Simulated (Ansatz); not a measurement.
## AlN (F-43m), frozen normal mode

Level of theory: Ansatz 0.2.0, DFT PBE, scalar-relativistic, plane waves, PAW. The runs took a 420 eV cutoff, a Γ-centred 10×10×10 mesh and Gaussian smearing (0.05 eV). No spin polarisation. Energies are free energies at this smearing, counted from the undisturbed cell; pressure is positive in compression.

The starting cell (as given, not relaxed at this level; it stands at 4.9 GPa; this zinc-blende form isn't the usual structure):

```
Al N
1.0
     0.00000    2.18399    2.18399
     2.18399    0.00000    2.18399
     2.18399    2.18399    0.00000
Al N
1 1
Direct
  0.00000 0.00000 0.00000
  0.75000 0.75000 0.75000
```

A zone-centre mode of this cell is frozen in: each atom moves by x times its row below, so x is the largest displacement.
```
atom ux uy uz
 Al1  0.000  0.000  -0.519
  N2  0.000  0.000   1.000
```

```tsv
x (Å)	ΔE (meV/cell)	force along the mode (eV/Å)	pressure (GPa)	gap on the mesh (eV)
-0.3000	1362.1	8.03	28.0	2.32
-0.1500	370.1	4.80	11.1	2.76
0.0000	0.0	0.00	4.9	3.33
0.0375	23.7	-1.26	5.3	3.18
0.0750	94.4	-2.50	6.5	3.03
0.1125	210.6	-3.69	8.4	2.89
0.1875	569.6	-5.82	14.5	2.64
0.2250	805.0	-6.71	18.5	2.52
0.2625	1071.1	-7.46	23.0	2.42
```

By symmetry 0.3000 repeats -0.3000, -0.2250 repeats 0.2250, 0.1500 repeats -0.1500, -0.0750 repeats 0.0750 in energy, with the opposite slope along the path.